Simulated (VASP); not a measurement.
# GaSb (F-43m) in VASP: notebook

Aim: see how the results for GaSb move with the level of theory and the settings. Levels: r2SCAN, PBE. Tasks: single point.

Everything below comes from runs of VASP 6.6.1. Logs are shortened: lines on timing, memory, paths and dates and some standing lists are left out, and cuts for length are marked.

**Measured values to compare with.**

From a printed reference work, data compilation, for a bulk crystal of GaSb at 4.2 K: band gap 0.811 eV (direct).

How close the calculation comes is told below.

### Step 1. The cell of the first run

Symmetry: F-43m, No. 216, cubic system. Conventional cell: a = 6.214 Å, b = 6.214 Å, c = 6.214 Å, α = 90.00°, β = 90.00°, γ = 90.00°. Ga (site symmetry -43m) has 4 Sb at 2.69 Å within 3.5 Å. Sb (site symmetry -43m) has 4 Ga at 2.69 Å within 3.5 Å.

### Step 2. Single point, r2SCAN

POSCAR reads:

```
GaSb
1.0
    0.0000000000      3.1069206344      3.1069206344
    3.1069206344      0.0000000000      3.1069206344
    3.1069206344      3.1069206344      0.0000000000
Ga Sb
1 1
Direct
    0.0000000000      0.0000000000      0.0000000000
    0.2500000000      0.2500000000      0.2500000000
```

INCAR.step1 reads:

```
PREC = Accurate ; ENCUT = 520
ISMEAR = 0 ; SIGMA = 0.1
LREAL = False ; LASPH = True
NELM = 60 ; NBANDS = 16
GGA = PE ; ALGO = Normal
EDIFF = 1E-4 ; LWAVE = True
LCHARG = False
```

INCAR.step2 reads:

```
PREC = Accurate ; ENCUT = 520
EDIFF = 1E-6 ; ISMEAR = 0
SIGMA = 0.1 ; LREAL = False
LASPH = True ; NELM = 60
ALGO = Normal ; ISIF = 2
LWAVE = False ; LCHARG = True
METAGGA = R2SCAN ; LMIXTAU = True
LELF = True ; LVHAR = True
NBANDS = 16 ; ISTART = 1
```

KPOINTS reads:

```
regular mesh
0
Gamma
  12 12 12
```

Potentials or basis: VASP PAW PBE potentials, release 64 (Ga_d, Sb).

Command:

```console
$ cat potpaw_PBE.64/Ga_d/POTCAR potpaw_PBE.64/Sb/POTCAR > POTCAR
$ cp INCAR.step1 INCAR
$ mpirun -np 1 vasp_std > vasp.out
$ cp INCAR.step2 INCAR
$ mpirun -np 1 vasp_std > vasp.out
```

OUTCAR:

```text
PREC = Accurate
   ENCUT = 520
   EDIFF = 1E-6
   ISMEAR = 0
   LREAL = False
   LASPH = True
   NELM = 60
   ISIF = 2
   METAGGA = R2SCAN
   ISTART = 1

 ion  position               nearest neighbor table
   1  0.000  0.000  0.000-   2 2.69   2 2.69   2 2.69   2 2.69
   2  0.250  0.250  0.250-   1 2.69   1 2.69   1 2.69   1 2.69

  LATTYP: Found a face centered cubic cell.
 ALAT       =     6.2138412688

  Lattice vectors:

 A1 = (   0.0000000000,   3.1069206344,   3.1069206344)
 A2 = (   3.1069206344,   0.0000000000,   3.1069206344)
 A3 = (   3.1069206344,   3.1069206344,   0.0000000000)

Analysis of symmetry for initial positions (statically):
=====================================================================
 Subroutine PRICEL returns:
 Original cell was already a primitive cell.

 Routine SETGRP: Setting up the symmetry group for a
 face centered cubic supercell.

 Subroutine GETGRP returns: Found 24 space group operations
 (whereof 24 operations were pure point group operations)
 out of a pool of 48 trial point group operations.

The static configuration has the point symmetry T_d .

Analysis of symmetry for dynamics (positions and initial velocities):
=====================================================================
 Subroutine PRICEL returns:
 Original cell was already a primitive cell.

 Routine SETGRP: Setting up the symmetry group for a
 face centered cubic supercell.

 Subroutine GETGRP returns: Found 24 space group operations
 (whereof 24 operations were pure point group operations)
 out of a pool of 48 trial point group operations.

The dynamic configuration has the point symmetry T_d .

 Subroutine INISYM returns: Found 24 space group operations
 (whereof 24 operations are pure point group operations),
 and found     1 'primitive' translations

----------------------------------------------------------------------------------------

                                     Primitive cell

  volume of cell :      59.9819

  direct lattice vectors                    reciprocal lattice vectors
     0.000000000  3.106920634  3.106920634    -0.160931050  0.160931050  0.160931050
     3.106920634  0.000000000  3.106920634     0.160931050 -0.160931050  0.160931050
     3.106920634  3.106920634  0.000000000     0.160931050  0.160931050 -0.160931050

  length of vectors
[... 74 lines left out ...]
   ISTART =      1    job   : 0-new  1-cont  2-samecut
   ICHARG =      0    charge: 1-file 2-atom 10-const
   ISPIN  =      1    spin polarized calculation?
   LNONCOLLINEAR =      F non collinear calculations
   LSORBIT =      F    spin-orbit coupling
   LASPH  =      T    aspherical Exc in radial PAW
   ENCUT  =  520.0 eV  38.22 Ry    6.18 a.u.   8.17  8.17  8.17*2*pi/ulx,y,z
   NELM   =     60;   NELMIN=  2; NELMDL=  0     # of ELM steps
   EDIFF  = 0.1E-05   stopping-criterion for ELM
   LREAL  =      F    real-space projection
   EDIFFG = 0.1E-04   stopping-criterion for IOM
   NSW    =      0    number of steps for IOM
   IBRION =     -1    ionic relax: 0-MD 1-quasi-New 2-CG
   NFREE  =      0    steps in history (QN), initial steepest desc. (CG)
   ISIF   =      2    stress and relaxation
   ISYM   =      2    0-nonsym 1-usesym 2-fastsym
   POTIM  = 0.5000    time-step for ionic-motion
   TEBEG  =    0.0;   TEEND  =   0.0 temperature during run
   PSTRESS=    0.0 pullay stress
   NELECT =      18.0000    total number of electrons
   NUPDOWN=      -1.0000    fix difference up-down
   EMIN   =  10.00;   EMAX   =-10.00  energy-range for DOS
   EFERMI =   0.00;   METHOD = LEGACY
   ISMEAR =     0;   SIGMA  =   0.10  broadening in eV -4-tet -1-fermi 0-gaus
   EFERMI_NEDOS =   21; number of points for ismear=-14 and -15
   IALGO  =     38    algorithm
   IMIX   =      4    mixing-type and parameters
     AMIX     =   0.40;   BMIX     =  1.00
     AMIX_MAG =   1.60;   BMIX_MAG =  1.00
  volume/ion in A,a.u.               =      29.99       202.39
  Fermi-wavevector in a.u.,A,eV,Ry     =   1.096038  2.071211 16.344661  1.201299
  Thomas-Fermi vector in A             =   2.232372
   LORBIT       =      0    0 simple, 1 ext, 2 COOP (PROOUT), +10 PAW based schemes
   METAGGA = R2SCAN    functional components
   LHFCALC =     F    Hartree Fock is set to
   AEXX    =    0.0000 exact exchange contribution
   IVDW    =     0    specifies the selected vdW correction
   LEPSILON=     F    determine dielectric tensor
   LRPA    =     F    only Hartree local field effects (RPA)
 non-spin polarized calculation
 Gauss-broadening in eV      SIGMA  =   0.10
  energy-cutoff  :      520.00
  volume of cell :       59.98
 maximum number of plane-waves:      1639
 NGX is ok and might be reduce to    36
   NGX = 17   NGY = 17   NGZ = 17

 number of electron      17.9999991 magnetization

 Free energy of the ion-electron system (eV)
  ---------------------------------------------------
  ext. energy  EPLUGINS =         0.00000000
  ---------------------------------------------------
  free energy    TOTEN  =       -37.59285006 eV

  energy without entropy =      -37.59275626  energy(sigma->0) =      -37.59280316

 E-fermi :   4.2979     XC(G=0):  -9.5075

 val. band max:        4.2139610598   @ k =   0.0000   0.0000   0.0000
 cond. band min:       4.3147896797   @ k =   0.0000   0.0000   0.0000
 fundamental gap:      0.1008286199
 Fermi energy:         4.2978538631

 k-point     1 :       0.0000    0.0000    0.0000
  band No.  band energies     occupation
      1     -11.1965      2.00000
      2     -11.1965      2.00000
      3     -11.1965      2.00000
      4     -11.1467      2.00000
      5     -11.1467      2.00000
      6      -7.3906      2.00000
[... 433 lines left out ...]
      3     -11.1835      2.00000
      4     -11.1481      2.00000
      5     -11.1467      2.00000
      6      -5.5985      2.00000
[... 8 lines left out ...]
     15      13.3062      0.00000
     16      13.8405      0.00000

 [... further k-points ...]
[... 5 lines left out ...]
  --------------------------------------------------------------------------------------
  -------------------------------------------------------------------------------------
  Total       -0.6942886     -0.6942886     -0.6942886      0.0000000      0.0000000     -0.0000000
  in kB      -18.5451410    -18.5451410    -18.5451410      0.0000000      0.0000000     -0.0000000
  external PRESSURE =     -18.5451410 kB  Pullay stress =       0.0000000 kB

 VOLUME and BASIS-vectors are now :
 -----------------------------------------------------------------------------
  energy-cutoff  :      520.00
  volume of cell :       59.98
      direct lattice vectors                 reciprocal lattice vectors
     0.000000000  3.106920634  3.106920634    -0.160931050  0.160931050  0.160931050
     3.106920634  0.000000000  3.106920634     0.160931050 -0.160931050  0.160931050
     3.106920634  3.106920634  0.000000000     0.160931050  0.160931050 -0.160931050

 POSITION                                       TOTAL-FORCE (eV/Angst)
 -----------------------------------------------------------------------------------
      0.00000      0.00000      0.00000        -0.000000     -0.000000     -0.000000
      1.55346      1.55346      1.55346         0.000000      0.000000      0.000000
 -----------------------------------------------------------------------------------
    total drift:                                0.000007      0.000007      0.000007

  FREE ENERGIE OF THE ION-ELECTRON SYSTEM (eV)
  ---------------------------------------------------
  free  energy   TOTEN  =       -37.5928500650 eV

  energy  without entropy=      -37.5927562614  energy(sigma->0) =      -37.59280316
```

OSZICAR.step1:

```text
N       E                     dE             d eps       ncg     rms          rms(c)
DAV:   1     0.837552026938E+02    0.83755E+02   -0.85738E+03  2328   0.137E+03
DAV:   2    -0.876564199425E+00   -0.84632E+02   -0.81511E+02  2744   0.303E+02
DAV:   3    -0.730293957466E+01   -0.64264E+01   -0.64133E+01  2728   0.657E+01
DAV:   4    -0.741801113076E+01   -0.11507E+00   -0.11506E+00  2960   0.974E+00
DAV:   5    -0.742065338683E+01   -0.26423E-02   -0.26422E-02  2856   0.132E+00    0.300E+00
DAV:   6    -0.738222679989E+01    0.38427E-01   -0.61156E-02  3296   0.375E+00    0.178E+00
DAV:   7    -0.737157637202E+01    0.10650E-01   -0.34011E-02  2696   0.148E+00    0.339E-01
DAV:   8    -0.737253249221E+01   -0.95612E-03   -0.42170E-03  3056   0.726E-01    0.723E-02
DAV:   9    -0.737300472216E+01   -0.47223E-03   -0.62311E-04  2680   0.196E-01    0.296E-02
DAV:  10    -0.737305840626E+01   -0.53684E-04   -0.54489E-05  2408   0.428E-02
   1 F= -.73730584E+01 E0= -.73729900E+01  d E =-.136869E-03
```

Wall time 3.7 min (1 thread of Intel Xeon Platinum 8488C (Sapphire Rapids), shared host); peak memory 0.26 GiB.

Results:

* Free energy: -37.5929 eV
* Pressure: -1.9 GPa
* Band gap on the k mesh: 0.10 eV, direct

Levels at points of the mesh, in eV from the valence-band top:
```csv
k point,band 5,band 6,band 7,band 8,band 9,band 10,band 11,band 12,band 13,band 14
"(0.00, 0.00, 0.00)",-15.36,-11.60,0.00,0.00,0.00,0.10,3.00,3.00,3.00,6.29
"(0.50, 0.00, 0.00)",-15.36,-10.00,-6.35,-1.14,-1.14,0.58,4.01,4.01,6.93,9.67
"(0.50, 0.50, 0.00)",-15.36,-9.19,-6.83,-2.53,-2.53,1.16,1.56,8.95,8.95,10.38
```

Caveat: the PAW data sets were made with another functional, which shifts forces and pressure a little; spin-orbit coupling is left out, which moves the levels of the heavy elements.

(Part 1 of 2 ends here.)
